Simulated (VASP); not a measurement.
# Si (P6_3/mmc) in VASP: notebook, part 2 of 2

VASP 6.6.1. The steps go on from the part before.

**4. Single point, PBE**

Contents of INCAR:

```
PREC = Accurate
ENCUT = 280
EDIFF = 1E-6
ISMEAR = 0
SIGMA = 0.05
LREAL = F
LASPH = T
NELM = 100
ALGO = Normal
ISIF = 2
LWAVE = F
LCHARG = F
GGA = PE
NBANDS = 16
ADDGRID = F
```

Contents of KPOINTS:

```
Automatic mesh
0
Gamma
  4 4 2
```

Contents of POSCAR:

```
Si
1.0
    3.8313174605      0.0000000000      0.0000000000
   -1.9156587303      3.3180182508      0.0000000000
    0.0000000000      0.0000000000      6.3326220002
Si
4
Direct
    0.6666666667      0.3333333333      0.9369905000
    0.3333333333      0.6666666667      0.4369905000
    0.6666666667      0.3333333333      0.5630095000
    0.3333333333      0.6666666667      0.0630095000
```

Run with:

```console
cat potpaw_PBE.64/Si/POTCAR > POTCAR
mpirun -np 1 vasp_std > vasp.out
```

Run time: 5 s. Hardware: 1 thread of AMD EPYC 7R13 (Zen 3), shared host; peak memory 0.1 GiB.

These settings aren't checked as converged: the numbers below hold their error.

Results:

| Property | Result |
| --- | --- |
| Free energy | -21.4481 eV |
| Largest force | 0.074 eV/Å |
| Band gap on the k mesh | 0.41 eV, indirect (least direct gap 1.02 eV) |

Caveat: the k mesh is coarse (spacing up to 0.50 Å⁻¹), so the values aren't converged; the cutoff is under 1.25 times the usual one of these potentials, so pressure, stress and relaxed cells hold a basis-set (Pulay) error.

**5. Single point, PBE**

INCAR is that of step 4.

KPOINTS is that of step 4.

Contents of POSCAR:

```
Si
1.0
    3.8313174605      0.0000000000      0.0000000000
   -1.9156587303      3.3180182508      0.0000000000
    0.0000000000      0.0000000000      6.3326220002
Si
4
Direct
    0.6655130000      0.3227030000      0.9380340000
    0.3547120000      0.6831860000      0.4293900000
    0.6599490000      0.3251260000      0.5656880000
    0.3139780000      0.6447660000      0.0617650000
```

Potentials or basis: VASP PAW PBE potentials, release 64 (Si).

Run with:

```console
cat potpaw_PBE.64/Si/POTCAR > POTCAR
mpirun -np 1 vasp_std > vasp.out
```

OUTCAR:

```text
PREC = Accurate
   ENCUT = 280
   EDIFF = 1E-6
   ISMEAR = 0
   LREAL = F
   LASPH = T
   NELM = 100
   ISIF = 2
   GGA = PE

 Found     20 irreducible k-points:

 Following reciprocal coordinates:
            Coordinates               Weight
  0.000000  0.000000  0.000000      1.000000
  0.250000  0.000000  0.000000      2.000000
  0.000000  0.250000  0.000000      2.000000
 -0.250000  0.250000  0.000000      2.000000
  0.500000  0.000000  0.000000      1.000000
  0.000000  0.500000  0.000000      1.000000
   k-points           NKPTS =     20   k-points in BZ     NKDIM =     20   number of bands    NBANDS=     16
   number of dos      NEDOS =    301   number of ions     NIONS =      4
   total plane-waves  NPLWV =  20736
   dimension x,y,z NGX =    24 NGY =   24 NGZ =   36
   dimension x,y,z NGXF=    48 NGYF=   48 NGZF=   72
   ions per type =               4
   NGX,Y,Z   is equivalent  to a cutoff of  10.41, 10.41,  9.45 a.u.
   NGXF,Y,Z  is equivalent  to a cutoff of  20.83, 20.83, 18.90 a.u.
 SYSTEM =  unknown system
   PREC   = accura    normal or accurate (medium, high low for compatibility)
   ISTART =      0    job   : 0-new  1-cont  2-samecut
   ICHARG =      2    charge: 1-file 2-atom 10-const
   ISPIN  =      1    spin polarized calculation?
   LNONCOLLINEAR =      F non collinear calculations
   LSORBIT =      F    spin-orbit coupling
   LASPH  =      T    aspherical Exc in radial PAW
   ENCUT  =  280.0 eV  20.58 Ry    4.54 a.u.   5.23  5.23  8.64*2*pi/ulx,y,z
   NELM   =    100;   NELMIN=  2; NELMDL= -5     # of ELM steps
   EDIFF  = 0.1E-05   stopping-criterion for ELM
   LREAL  =      F    real-space projection
   EDIFFG = 0.1E-04   stopping-criterion for IOM
   NSW    =      0    number of steps for IOM
   IBRION =     -1    ionic relax: 0-MD 1-quasi-New 2-CG
   NFREE  =      0    steps in history (QN), initial steepest desc. (CG)
   ISIF   =      2    stress and relaxation
   ISYM   =      2    0-nonsym 1-usesym 2-fastsym
   POTIM  = 0.5000    time-step for ionic-motion
   TEBEG  =    0.0;   TEEND  =   0.0 temperature during run
   PSTRESS=    0.0 pullay stress
   NELECT =      16.0000    total number of electrons
   NUPDOWN=      -1.0000    fix difference up-down
   EMIN   =  10.00;   EMAX   =-10.00  energy-range for DOS
   EFERMI =   0.00;   METHOD = LEGACY
   ISMEAR =     0;   SIGMA  =   0.05  broadening in eV -4-tet -1-fermi 0-gaus
   EFERMI_NEDOS =   21; number of points for ismear=-14 and -15
   IALGO  =     38    algorithm
   IMIX   =      4    mixing-type and parameters
     AMIX     =   0.40;   BMIX     =  1.00
     AMIX_MAG =   1.60;   BMIX_MAG =  1.00
  volume/ion in A,a.u.               =      20.13       135.81
  Fermi-wavevector in a.u.,A,eV,Ry     =   0.955384  1.805414 12.418837  0.912759
  Thomas-Fermi vector in A             =   2.084217
   LORBIT       =      0    0 simple, 1 ext, 2 COOP (PROOUT), +10 PAW based schemes
   GGA     = PE    functional components
   LHFCALC =     F    Hartree Fock is set to
   AEXX    =    0.0000 exact exchange contribution
   IVDW    =     0    specifies the selected vdW correction
   LEPSILON=     F    determine dielectric tensor
   LRPA    =     F    only Hartree local field effects (RPA)
 non-spin polarized calculation
 Gauss-broadening in eV      SIGMA  =   0.05
  energy-cutoff  :      280.00
  volume of cell :       80.50
 maximum number of plane-waves:       869
 NGX is ok and might be reduce to    24
   NGX = 11   NGY = 11   NGZ = 17

 number of electron      16.0000000 magnetization

 Free energy of the ion-electron system (eV)
  ---------------------------------------------------
  ext. energy  EPLUGINS =         0.00000000
  ---------------------------------------------------
  free energy    TOTEN  =       -21.33211019 eV

  energy without entropy =      -21.33126280  energy(sigma->0) =      -21.33168650

 E-fermi :   6.4052     XC(G=0):  -9.3750

 val. band max:        6.3598186042   @ k =   0.0000   0.0000   0.0000
 cond. band min:       6.4588224556   @ k =   0.5000   0.5000   0.0000
 fundamental gap:      0.0990038514
 Fermi energy:         6.4051628080

 k-point     1 :       0.0000    0.0000    0.0000
  band No.  band energies     occupation
      1      -6.1574      2.00000
      2      -3.8161      2.00000
      3      -1.2733      2.00000
      4       4.4834      2.00000
      5       4.5424      2.00000
      6       5.5068      2.00000
[... 8 lines left out ...]
     15      10.3816      0.00000
     16      11.9322      0.00000
[... 77 lines left out ...]
 k-point     6 :       0.0000    0.5000    0.0000
  band No.  band energies     occupation
      1      -3.9536      2.00000
      2      -2.4972      2.00000
      3      -1.4577      2.00000
      4       0.0296      2.00000
      5       1.3542      2.00000
      6       2.9253      2.00000
[... 8 lines left out ...]
     15      12.3875      0.00000
     16      14.2229      0.00000

 [... further k-points ...]

------------------------ aborting loop because EDIFF is reached ----------------------------------------

  FORCE on cell =-STRESS in cart. coord.  units (eV):
  Direction    XX          YY          ZZ          XY          YZ          ZX
  --------------------------------------------------------------------------------------
  -------------------------------------------------------------------------------------
  Total        0.6472914      1.2154552      0.8837127      0.0550840      0.9014818      0.7304461
  in kB       12.8824934     24.1901775     17.5877876      1.0962913     17.9414315     14.5374518
  external PRESSURE =      18.2201528 kB  Pullay stress =       0.0000000 kB

 VOLUME and BASIS-vectors are now :
 -----------------------------------------------------------------------------
  energy-cutoff  :      280.00
  volume of cell :       80.50
      direct lattice vectors                 reciprocal lattice vectors
     3.831317461  0.000000000  0.000000000     0.261006823  0.150692360  0.000000000
    -1.915658730  3.318018251  0.000000000     0.000000000  0.301384720  0.000000000
     0.000000000  0.000000000  6.332622000     0.000000000  0.000000000  0.157912473

 POSITION                                       TOTAL-FORCE (eV/Angst)
 -----------------------------------------------------------------------------------
      1.93160      1.07073      5.94021        -0.711203     -0.531417     -0.044641
      0.05026      2.26682      2.71916        -0.603823     -1.032469      0.735161
      1.90564      1.07877      3.58229         0.594406      0.998509     -0.481750
     -0.03220      2.13935      0.39113         0.720619      0.565377     -0.208770
 -----------------------------------------------------------------------------------
    total drift:                                0.000036     -0.000118     -0.000121

  FREE ENERGIE OF THE ION-ELECTRON SYSTEM (eV)
  ---------------------------------------------------
  free  energy   TOTEN  =       -21.3321101915 eV

  energy  without entropy=      -21.3312628005  energy(sigma->0) =      -21.33168650
```

OSZICAR:

```text
N       E                     dE             d eps       ncg     rms          rms(c)
DAV:   1     0.144528164345E+02    0.14453E+02   -0.41527E+03   640   0.502E+02
DAV:   2    -0.204868634473E+02   -0.34940E+02   -0.31443E+02   904   0.977E+01
DAV:   3    -0.217050978822E+02   -0.12182E+01   -0.12134E+01   808   0.175E+01
DAV:   4    -0.217171668675E+02   -0.12069E-01   -0.12067E-01   792   0.225E+00
DAV:   5    -0.217173590479E+02   -0.19218E-03   -0.19218E-03   824   0.253E-01    0.721E+00
DAV:   6    -0.214506049387E+02    0.26675E+00   -0.10763E-01   744   0.155E+00    0.441E+00
DAV:   7    -0.213291230176E+02    0.12148E+00   -0.23234E-01   720   0.237E+00    0.269E-01
DAV:   8    -0.213313532235E+02   -0.22302E-02   -0.16771E-02   808   0.656E-01    0.133E-01
DAV:   9    -0.213317762900E+02   -0.42307E-03   -0.56529E-04   760   0.136E-01    0.917E-02
DAV:  10    -0.213320462965E+02   -0.27001E-03   -0.21493E-04   784   0.817E-02    0.242E-02
DAV:  11    -0.213321072814E+02   -0.60985E-04   -0.81120E-05   736   0.479E-02    0.106E-02
DAV:  12    -0.213321090456E+02   -0.17641E-05   -0.22183E-06   832   0.918E-03    0.473E-03
DAV:  13    -0.213321101412E+02   -0.10957E-05   -0.24531E-06   696   0.835E-03    0.213E-03
DAV:  14    -0.213321101915E+02   -0.50272E-07   -0.11703E-07   440   0.190E-03
   1 F= -.21332110E+02 E0= -.21331686E+02  d E =-.847391E-03
```

stdout:

```text
POSCAR found type information on POSCAR Si
 POSCAR found :  1 types and       4 ions
 scaLAPACK will be used
 LDA part: xc-table for (Slater+PW92), standard interpolation
 POSCAR, INCAR and KPOINTS ok, starting setup
 FFT: planning ... GRIDC
 FFT: planning ... GRID_SOFT
 FFT: planning ... GRID
 WAVECAR not read
 entering main loop
```

It took 9.2 s on 1 thread of AMD EPYC 7R13 (Zen 3), shared host; peak memory 0.11 GiB.

The run converged, but some of its settings lie outside the range that counts as converged, so its numbers aren't taken as properties of the crystal.

What came out:

```
Free energy            : -21.3321 eV
Largest force          : 1.404 eV/Å
Band gap on the k mesh : 0.10 eV, indirect (least direct gap 0.75 eV)
```

Caveat: the k mesh is coarse (spacing up to 0.50 Å⁻¹), so the values aren't converged; the cutoff is under 1.25 times the usual one of these potentials, so pressure, stress and relaxed cells hold a basis-set (Pulay) error.

**6. Single point, PBE**

Changes to INCAR since step 5:

```diff
@@ -1,3 +1,3 @@
 PREC = Accurate
-ENCUT = 280
+ENCUT = 460
 EDIFF = 1E-6
```

Contents of KPOINTS:

```
Automatic mesh
0
Gamma
  3 3 2
```

Contents of POSCAR:

```
Si
1.0
    3.8313174605      0.0000000000      0.0000000000
   -1.9156587303      3.3180182508      0.0000000000
    0.0000000000      0.0000000000      6.3326220002
Si
4
Direct
    0.6666666667      0.3333333333      0.9369905000
    0.3333333333      0.6666666667      0.4369905000
    0.6666666667      0.3333333333      0.5630095000
    0.3333333333      0.6666666667      0.0630095000
```

Potentials or basis: VASP PAW PBE potentials, release 64 (Si).

Run with:

```console
cat potpaw_PBE.64/Si/POTCAR > POTCAR
mpirun -np 1 vasp_std > vasp.out
```

Run time: 5.7 s. Hardware: 1 thread of AMD EPYC 7R13 (Zen 3), shared host; peak memory 0.14 GiB.

The run converged, but some of its settings lie outside the range that counts as converged, so its numbers aren't taken as properties of the crystal.

Results:

| Quantity | Value |
| --- | --- |
| Free energy | -21.0214 eV |
| Pressure | 2.5 GPa |
| Largest force | 0.113 eV/Å |
| Band gap on the k mesh | 0.71 eV, indirect (least direct gap 1.01 eV) |

Caveat: the k mesh is coarse (spacing up to 0.63 Å⁻¹), so the values aren't converged; an odd mesh through Γ misses points on the zone boundary, where band edges often lie.
